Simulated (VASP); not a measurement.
# Re in VASP: notebook, part 2 of 2

VASP 6.6.1.

## (4) Work function, PBEsol

This run uses another cell than the first one, of 21.27 Å³/atom, 0.722 times its volume.

INCAR reads:

```
SYSTEM = Re
PREC = Accurate
ENCUT = 520
EDIFF = 1E-6
ISMEAR = 1
SIGMA = 0.1
LREAL = .FALSE.
LASPH = .TRUE.
NELM = 100
ALGO = Normal
ISIF = 2
LWAVE = .FALSE.
LCHARG = .FALSE.
LDIPOL = .TRUE.
IDIPOL = 3
DIPOL = 0.5 0.5 0.500
GGA = PS
LVHAR = .TRUE.
LVACPOTAV = .TRUE.
```

KPOINTS reads:

```
regular mesh
0
G
  12 8 1
  0 0 0
```

POSCAR reads:

```
Re
1.0
    2.7600000000      0.0000000000      0.0000000000
    0.0000000000      4.4574000000      0.0000000000
    0.0000000000      0.0000000000     20.7478939448
Re
12
Direct
    0.0000000000      0.0000000000      0.1927906519
    0.5000000000      0.0000000000      0.3079941575
    0.5000000000      0.5000000000      0.2311918205
    0.0000000000      0.0000000000      0.4231976630
    0.0000000000      0.5000000000      0.3463953260
    0.5000000000      0.0000000000      0.5384011684
    0.5000000000      0.5000000000      0.4615988316
    0.0000000000      0.0000000000      0.6536046740
    0.0000000000      0.5000000000      0.5768023370
    0.5000000000      0.0000000000      0.7688081795
    0.5000000000      0.5000000000      0.6920058425
    0.0000000000      0.5000000000      0.8072093481
```

Potentials or basis: VASP PAW PBE potentials, release 64 (Re).

Command:

```
cat potpaw_PBE.64/Re/POTCAR > POTCAR
mpirun -np 1 vasp_std > vasp.out
```

OUTCAR:

```text
SYSTEM = Re
   PREC = Accurate
   ENCUT = 520
   EDIFF = 1E-6
   ISMEAR = 1
   LREAL = .FALSE.
   LASPH = .TRUE.
   NELM = 100
   ISIF = 2
   GGA = PS

 ion  position               nearest neighbor table
   1  0.000  0.000  0.193-   3 2.74   3 2.74   3 2.74   3 2.74   2 2.76   2 2.76
   2  0.500  0.000  0.308-   3 2.74   3 2.74   5 2.74   5 2.74   5 2.74   5 2.74   4 2.76   4 2.76
                             1 2.76   1 2.76
   3  0.500  0.500  0.231-   2 2.74   2 2.74   1 2.74   1 2.74   1 2.74   1 2.74   5 2.76   5 2.76

   4  0.000  0.000  0.423-   5 2.74   5 2.74   7 2.74   7 2.74   7 2.74   7 2.74   6 2.76   6 2.76
                             2 2.76   2 2.76
   5  0.000  0.500  0.346-   4 2.74   4 2.74   2 2.74   2 2.74   2 2.74   2 2.74   3 2.76   3 2.76
                             7 2.76   7 2.76
   6  0.500  0.000  0.538-   7 2.74   7 2.74   9 2.74   9 2.74   9 2.74   9 2.74   4 2.76   4 2.76
                             8 2.76   8 2.76
   7  0.500  0.500  0.462-   6 2.74   6 2.74   4 2.74   4 2.74   4 2.74   4 2.74   9 2.76   9 2.76
                             5 2.76   5 2.76
   8  0.000  0.000  0.654-   9 2.74   9 2.74  11 2.74  11 2.74  11 2.74  11 2.74  10 2.76  10 2.76
[... 1503 lines left out ...]
------------------------ aborting loop because EDIFF is reached ----------------------------------------

  FORCE on cell =-STRESS in cart. coord.  units (eV):
  Direction    XX          YY          ZZ          XY          YZ          ZX
  --------------------------------------------------------------------------------------
  -------------------------------------------------------------------------------------
  Total      -14.9759470    -16.7359523     -9.7685549      0.0000000      0.0000000      0.0000000
  in kB      -94.0026649   -105.0500589    -61.3163358      0.0000000      0.0000000      0.0000000
  external PRESSURE =     -86.7896865 kB  Pullay stress =       0.0000000 kB

 VOLUME and BASIS-vectors are now :
 -----------------------------------------------------------------------------
  energy-cutoff  :      520.00
  volume of cell :      255.25
      direct lattice vectors                 reciprocal lattice vectors
     2.760000000  0.000000000  0.000000000     0.362318841  0.000000000  0.000000000
     0.000000000  4.457400000  0.000000000     0.000000000  0.224346031  0.000000000
     0.000000000  0.000000000 20.747893945     0.000000000  0.000000000  0.048197663

 POSITION                                       TOTAL-FORCE (eV/Angst)
 -----------------------------------------------------------------------------------
      0.00000      0.00000      4.00000         0.000000      0.000000      1.656544
      1.38000      0.00000      6.39023         0.000000      0.000000     -0.968456
      1.38000      2.22870      4.79674         0.000000      0.000000     -0.211127
      0.00000      0.00000      8.78046         0.000000      0.000000      0.018545
      0.00000      2.22870      7.18697         0.000000      0.000000     -0.245625
      1.38000      0.00000     11.17069         0.000000      0.000000      0.016426
      1.38000      2.22870      9.57720         0.000000      0.000000     -0.016426
      0.00000      0.00000     13.56092         0.000000      0.000000      0.245625
      0.00000      2.22870     11.96743         0.000000      0.000000     -0.018545
      1.38000      0.00000     15.95115         0.000000      0.000000      0.211127
      1.38000      2.22870     14.35766         0.000000      0.000000      0.968456
      0.00000      2.22870     16.74789         0.000000      0.000000     -1.656544
 -----------------------------------------------------------------------------------
    total drift:                                0.000000     -0.000000      0.000000

  FREE ENERGIE OF THE ION-ELECTRON SYSTEM (eV)
  ---------------------------------------------------
  free  energy   TOTEN  =      -155.0737421129 eV

  energy  without entropy=     -155.0679991162  energy(sigma->0) =     -155.07182778
```

stdout:

```text
POSCAR found type information on POSCAR Re
 POSCAR found :  1 types and      12 ions
 scaLAPACK will be used
 -----------------------------------------------------------------------------
|                                                                             |
[... 39 lines left out ...]
|     field-free region was found. Please increase the size of  your cell     |
|     in the dimension of the dipole correction to obtain accurate            |
|     workfunction values.                                                    |
|                                                                             |
 -----------------------------------------------------------------------------
```

Wall time 25 min (1 thread of Intel Xeon 6975P-C (Granite Rapids), shared host); peak memory 0.54 GiB.

Results:

```yaml
Free_energy: -155.0737 eV
Largest_force: 1.657 eV/Å
Band_gap_on_the_k_mesh: none (metal or under the smearing width)
```

Forces in eV/Å, atoms in the order of the input:
```
Re   0.000  0.000  1.657
Re   0.000  0.000 -0.968
Re   0.000  0.000 -0.211
Re   0.000  0.000  0.019
Re   0.000  0.000 -0.246
Re   0.000  0.000  0.016
Re   0.000  0.000 -0.016
Re   0.000  0.000  0.246
Re   0.000  0.000 -0.019
Re   0.000  0.000  0.211
Re   0.000  0.000  0.968
Re   0.000  0.000 -1.657
```

Levels at points of the mesh, in eV from the Fermi level:
```csv
k point,band 39,band 40,band 41,band 42,band 43,band 44,band 45,band 46
"(0.00, 0.00, 0.00)",-0.72,-0.70,-0.56,-0.38,-0.35,-0.31,-0.11,-0.10
"(0.50, 0.00, 0.00)",-0.60,-0.42,-0.39,1.21,1.33,1.33,1.38,1.66
"(0.00, 0.50, 0.00)",-0.43,-0.43,0.12,0.12,0.30,0.30,0.35,0.35
"(0.50, 0.50, 0.00)",0.13,0.13,0.51,0.51,0.74,0.74,1.47,1.47
```

Caveat: the PAW data sets were made with another functional, which shifts forces and pressure a little. Spin-orbit coupling is left out, which matters for the levels of Re.

## (5) Work function, PBEsol

This run uses another cell than the first one, of 25.37 Å³/atom, 0.861 times its volume.

INCAR is that of step 4.

KPOINTS is that of step 4.

POSCAR reads:

```
Re
1.0
    2.7600000000      0.0000000000      0.0000000000
    0.0000000000      4.4574000000      0.0000000000
    0.0000000000      0.0000000000     24.7478939448
Re
12
Direct
    0.0000000000      0.0000000000      0.2424448728
    0.5000000000      0.0000000000      0.3390280456
    0.5000000000      0.5000000000      0.2746392638
    0.0000000000      0.0000000000      0.4356112182
    0.0000000000      0.5000000000      0.3712224364
    0.5000000000      0.0000000000      0.5321943908
    0.5000000000      0.5000000000      0.4678056092
    0.0000000000      0.0000000000      0.6287775636
    0.0000000000      0.5000000000      0.5643887818
    0.5000000000      0.0000000000      0.7253607362
    0.5000000000      0.5000000000      0.6609719544
    0.0000000000      0.5000000000      0.7575551272
```

Potentials or basis: VASP PAW PBE potentials, release 64 (Re).

Command:

```
cat potpaw_PBE.64/Re/POTCAR > POTCAR
mpirun -np 1 vasp_std > vasp.out
```

OUTCAR:

```text
SYSTEM = Re
   PREC = Accurate
   ENCUT = 520
   EDIFF = 1E-6
   ISMEAR = 1
   LREAL = .FALSE.
   LASPH = .TRUE.
   NELM = 100
   ISIF = 2
   GGA = PS

 ion  position               nearest neighbor table
   1  0.000  0.000  0.242-   3 2.74   3 2.74   3 2.74   3 2.74   2 2.76   2 2.76
   2  0.500  0.000  0.339-   5 2.74   5 2.74   5 2.74   5 2.74   3 2.74   3 2.74   4 2.76   4 2.76
                             1 2.76   1 2.76
   3  0.500  0.500  0.275-   2 2.74   2 2.74   1 2.74   1 2.74   1 2.74   1 2.74   5 2.76   5 2.76

   4  0.000  0.000  0.436-   5 2.74   5 2.74   7 2.74   7 2.74   7 2.74   7 2.74   2 2.76   6 2.76
                             6 2.76   2 2.76
   5  0.000  0.500  0.371-   2 2.74   2 2.74   2 2.74   2 2.74   4 2.74   4 2.74   3 2.76   3 2.76
                             7 2.76   7 2.76
   6  0.500  0.000  0.532-   7 2.74   7 2.74   9 2.74   9 2.74   9 2.74   9 2.74   4 2.76   4 2.76
                             8 2.76   8 2.76
   7  0.500  0.500  0.468-   6 2.74   6 2.74   4 2.74   4 2.74   4 2.74   4 2.74   9 2.76   9 2.76
                             5 2.76   5 2.76
[... 1504 lines left out ...]
------------------------ aborting loop because EDIFF is reached ----------------------------------------

  FORCE on cell =-STRESS in cart. coord.  units (eV):
  Direction    XX          YY          ZZ          XY          YZ          ZX
  --------------------------------------------------------------------------------------
  -------------------------------------------------------------------------------------
  Total      -14.9697363    -16.7291976     -9.7672439      0.0000000      0.0000000      0.0000000
  in kB      -78.7763395    -88.0352816    -51.3988827      0.0000000      0.0000000      0.0000000
  external PRESSURE =     -72.7368346 kB  Pullay stress =       0.0000000 kB

 VOLUME and BASIS-vectors are now :
 -----------------------------------------------------------------------------
  energy-cutoff  :      520.00
  volume of cell :      304.46
      direct lattice vectors                 reciprocal lattice vectors
     2.760000000  0.000000000  0.000000000     0.362318841  0.000000000  0.000000000
     0.000000000  4.457400000  0.000000000     0.000000000  0.224346031  0.000000000
     0.000000000  0.000000000 24.747893945     0.000000000  0.000000000  0.040407479

 POSITION                                       TOTAL-FORCE (eV/Angst)
 -----------------------------------------------------------------------------------
      0.00000      0.00000      6.00000         0.000000      0.000000      1.658115
      1.38000      0.00000      8.39023         0.000000      0.000000     -0.965425
      1.38000      2.22870      6.79674         0.000000      0.000000     -0.207115
      0.00000      0.00000     10.78046         0.000000      0.000000      0.019047
      0.00000      2.22870      9.18697         0.000000      0.000000     -0.241601
      1.38000      0.00000     13.17069         0.000000      0.000000      0.016047
      1.38000      2.22870     11.57720         0.000000      0.000000     -0.016047
      0.00000      0.00000     15.56092         0.000000      0.000000      0.241601
      0.00000      2.22870     13.96743         0.000000      0.000000     -0.019047
      1.38000      0.00000     17.95115         0.000000      0.000000      0.207115
      1.38000      2.22870     16.35766         0.000000      0.000000      0.965425
      0.00000      2.22870     18.74789         0.000000      0.000000     -1.658115
 -----------------------------------------------------------------------------------
    total drift:                                0.000000      0.000000      0.000000

  FREE ENERGIE OF THE ION-ELECTRON SYSTEM (eV)
  ---------------------------------------------------
  free  energy   TOTEN  =      -155.0731987584 eV

  energy  without entropy=     -155.0677112760  energy(sigma->0) =     -155.07136960

 vacuum level on the upper side and lower side of the slab         7.364         7.364
```

OSZICAR:

```text
N       E                     dE             d eps       ncg     rms          rms(c)
DAV:   1     0.161976644280E+04    0.16198E+04   -0.24844E+04  4812   0.181E+03
[... 13 lines left out ...]
DAV:  67    -0.155073254160E+03   -0.17579E-04   -0.39790E-05  4728   0.614E-02    0.416E-01
DAV:  68    -0.155073245963E+03    0.81976E-05   -0.86004E-06  3472   0.608E-02    0.369E-01
DAV:  69    -0.155073226033E+03    0.19930E-04   -0.34083E-05  5332   0.782E-02    0.233E-01
DAV:  70    -0.155073208065E+03    0.17968E-04   -0.76810E-05  6592   0.116E-01    0.149E-01
DAV:  71    -0.155073200699E+03    0.73652E-05   -0.12630E-05  3368   0.692E-02    0.107E-01
DAV:  72    -0.155073198686E+03    0.20139E-05   -0.13843E-05  4528   0.297E-02    0.533E-02
DAV:  73    -0.155073198758E+03   -0.72942E-07   -0.15734E-06  2482   0.286E-02
   1 F= -.15507320E+03 E0= -.15507137E+03  d E =-.548748E-02
```

Run time: 36 min. Hardware: 1 thread of Intel Xeon 6975P-C (Granite Rapids), shared host; peak memory 0.67 GiB.

Results:

```
Free energy                     : -155.0732 eV
Largest force                   : 1.658 eV/Å
Band gap on the k mesh          : none (metal or under the smearing width)
Work function of the upper face : 4.82 eV
Work function of the lower face : 4.82 eV
```

Forces on the atoms (eV/Å):
```
Re   0.000  0.000  1.658
Re   0.000  0.000 -0.965
Re   0.000  0.000 -0.207
Re   0.000  0.000  0.019
Re   0.000  0.000 -0.242
Re   0.000  0.000  0.016
Re   0.000  0.000 -0.016
Re   0.000  0.000  0.242
Re   0.000  0.000 -0.019
Re   0.000  0.000  0.207
Re   0.000  0.000  0.965
Re   0.000  0.000 -1.658
```

Levels at points of the mesh, in eV from the Fermi level:
```tsv
k point	band 40	band 41	band 42	band 43	band 44	band 45
(0.00, 0.00, 0.00)	-0.70	-0.56	-0.38	-0.35	-0.31	-0.11
(0.50, 0.00, 0.00)	-0.42	-0.39	1.21	1.33	1.33	1.38
(0.00, 0.50, 0.00)	-0.43	0.12	0.12	0.30	0.30	0.35
(0.50, 0.50, 0.00)	0.13	0.51	0.51	0.74	0.74	1.47
```

Caveat: the PAW data sets were made with another functional, which shifts forces and pressure a little. Spin-orbit coupling is left out, which matters for the levels of Re.

## (6) The runs side by side

```tsv
cell	vacuum (Å)	gap on the mesh (eV)	largest force (eV/Å)	work function (eV)
Pmma, 29.47 Å³/atom	16	none	1.66	4.83
Pmma, 18.2 Å³/atom	5	none	1.50	-
Pmma, 21.27 Å³/atom	8	none	1.66	-
Pmma, 25.37 Å³/atom	12	none	1.66	4.82
```

Alike in all rows: task work function; level PBEsol; potentials or basis VASP PAW PBE potentials, release 64 (Re); no spin polarisation; k mesh 12 × 8 × 1; cutoff (eV) 520; smearing methfessel-paxton 0.1 eV.

Every run on the cell as given and a fine mesh finds a metal.

Caveats: the PAW data sets were made with another functional, which shifts forces and pressure a little.

Absolute energies hang on the potentials; compare differences alone.
